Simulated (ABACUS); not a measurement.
The system is Ni.

```
Ni
1.0
    -1.73757    0.00000    1.73757
     0.00000    1.73757    1.73757
    -1.73757    1.73757    0.00000
Ni
1
Direct
  0.00000 0.00000 0.00000
```

* Program: ABACUS 3.10.1
* Task: relaxation of cell and atoms
* Functional: revPBE
* Potentials or basis: SG15 ONCV 1.2 PBE
* Cutoff: 1333 eV
* Density cutoff: 5333 eV
* Basis: plane waves
* k mesh: 10 × 10 × 10
* Occupations: fermi-dirac, width 0.05 eV
* Spin: collinear spin, ferromagnetic start
* Starting moments: [1.0] μB

At the start: pressure 16.2 GPa; volume 10.49 Å³/atom.

Problem. How do energy, volume and symmetry change on relaxing?

Solution. Over 8 steps the energy falls by 39.3 meV/atom and the volume is 11.33 Å³/atom (+8.0 %); space group Fm-3m (No. 225, to 0.05 Å); moment 0.70 μB per cell.

The path:
| step | energy change (eV) | largest force (eV/Å) | pressure (GPa) | volume (Å³) |
| --- | --- | --- | --- | --- |
| 1 | 0.0000 | 0.0000 | 16.22 | 10.49 |
| 2 | -0.0042 | 0.0000 | -11.26 | 12.25 |
| 3 | -0.0393 | 0.0000 | -0.09 | 11.34 |
| 4 | -0.0393 | 0.0000 | -0.16 | 11.34 |
| 5 | -0.0393 | 0.0000 | 0.15 | 11.32 |
| 6 | -0.0393 | 0.0000 | -0.08 | 11.33 |
| 7 | -0.0393 | 0.0000 | 0.14 | 11.33 |
| 8 | -0.0393 | 0.0000 | 0.00 | 11.33 |

Final structure:
```
Ni
1.0
    -1.78264    0.00000    1.78264
     0.00000    1.78264    1.78264
    -1.78264    1.78264    0.00000
Ni
1
Direct
  0.00000 0.00000 0.00000
```

Caveat: the potentials were made for another functional, which shifts forces and pressure.
